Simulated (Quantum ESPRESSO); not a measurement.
**Quick settings and what they miss: GeO2 (P3_121, 9 atoms in the cell)**

Self-consistent single point.

```yaml
crystal:
  lattice:
    - [5.03482, 0.00000, 0.00000]
    - [-2.51741, 4.36029, 0.00000]
    - [0.00000, 0.00000, 5.72928]
  atoms:
    - { symbol: Ge, position: [0.55065, 0.55065, 0.00000] }
    - { symbol: Ge, position: [0.44935, 0.00000, 0.33333] }
    - { symbol: Ge, position: [0.00000, 0.44935, 0.66667] }
    - { symbol: O, position: [0.30465, 0.39560, 0.75600] }
    - { symbol: O, position: [0.60440, 0.90905, 0.08933] }
    - { symbol: O, position: [0.09095, 0.69535, 0.42267] }
    - { symbol: O, position: [0.39560, 0.30465, 0.24400] }
    - { symbol: O, position: [0.90905, 0.60440, 0.91067] }
    - { symbol: O, position: [0.69535, 0.09095, 0.57733] }
```

Method: PBE, GBRV 1.5 ultrasoft (PBE) pseudopotentials (plane waves; Quantum ESPRESSO 7.5).

Base settings: ecutwfc = 50 Ry; ecutrho = 250 Ry; occupations = fixed; potentials = {Ge: ge_pbe_v1.4.uspp.F.UPF, O: o_pbe_v1.2.uspp.F.UPF}; K_POINTS = automatic 6 6 5 0 0 0; nbnd = 43; conv_thr = 1e-11 Ry; mixing_beta = 0.7.

Tight run (finer mesh or higher cutoff; not a proven limit): ecutwfc: 50 Ry → 70 Ry; ecutrho: 250 Ry → 350 Ry; conv_thr: 1e-11 Ry → 7.3e-11 Ry; K_POINTS: automatic 6 6 5 0 0 0 → automatic 9 9 7 0 0 0. It gave top of the valence band (on the code's own zero) 3.41 eV; gap on the k-point mesh 3.31 eV; pressure 1.46 GPa; largest force (vector length) 0.081 eV/Å.

Quick runs, as changes from the base:
- A: the base itself
- B: ecutwfc: 50 Ry → 25 Ry; ecutrho: 250 Ry → 125 Ry; conv_thr: 1e-11 Ry → 7.3e-06 Ry; K_POINTS: automatic 6 6 5 0 0 0 → automatic 2 2 2 1 1 1
- C: ecutwfc: 50 Ry → 40 Ry; ecutrho: 250 Ry → 200 Ry; conv_thr: 1e-11 Ry → 7.3e-05 Ry; K_POINTS: automatic 6 6 5 0 0 0 → automatic 6 6 6 0 0 0
- D: ecutwfc: 50 Ry → 30 Ry; ecutrho: 250 Ry → 150 Ry; K_POINTS: automatic 6 6 5 0 0 0 → automatic 1 1 1 1 1 1
- E: occupations: fixed → smearing; nbnd: 43 → default; conv_thr: 1e-11 Ry → 7.3e-06 Ry; K_POINTS: automatic 6 6 5 0 0 0 → automatic 4 4 4 0 0 0; smearing: default → methfessel-paxton; degauss: default → 0.0147 Ry
- F: ecutwfc: 50 Ry → 40 Ry; ecutrho: 250 Ry → 200 Ry; occupations: fixed → smearing; nbnd: 43 → default; pseudopotentials: {Ge: ge_pbe_v1.4.uspp.F.UPF, O: o_pbe_v1.2.uspp.F.UPF} → {Ge: ge_lda_v1.4.uspp.F.UPF, O: o_lda_v1.2.uspp.F.UPF}; K_POINTS: automatic 6 6 5 0 0 0 → automatic 2 2 2 0 0 0; smearing: default → gaussian; degauss: default → 0.0099958 Ry [LDA (PZ)]

Dashes: time of B, D, F, under 30 s; energy of F, another energy zero.

Gaps are read on each run's own mesh, which may miss the band edges.

† marks runs with another functional, U, potentials or spin treatment: their distance from the tight run is not a convergence error alone.

The count of work is k-points × plane waves × bands × iterations; it is no time. Core times come from one kind of shared machine and are given to one figure; runs under 30 s give none.

The starting cell comes from a database of computed structures (which also holds hypothetical and non-ambient phases and stackings), without a prior relaxation at this level. Its lattice was rescaled by a random factor within 2.5 % of one.

| run | energy less tight (meV/atom) | pressure less tight (GPa) | largest miss in a force vector (eV/Å) | gap on the mesh less tight (eV) | count of work / tight | core time / tight (rough) |
|---|---|---|---|---|---|---|
| A | 4.9 | -0.22 | 0.002 | -0.001 | 0.24 | 0.3 |
| B | 1028.3 | -67.59 | 0.071 | 1.259 | 0.0050 | – |
| C | 10.3 | 0.21 | 0.024 | -0.002 | 0.099 | 0.1 |
| D | 134.3 | -14.92 | 0.289 | 2.128 | 0.0041 | – |
| E | 4.9 | 0.20 | 0.012 | 0.000 | 0.058 | 0.09 |
| F† | – | -8.06 | 0.450 | -0.162 | 0.025 | – |

Among the runs at the tight run's level, the energy misses run from 4.9 to 1028.3 meV/atom.
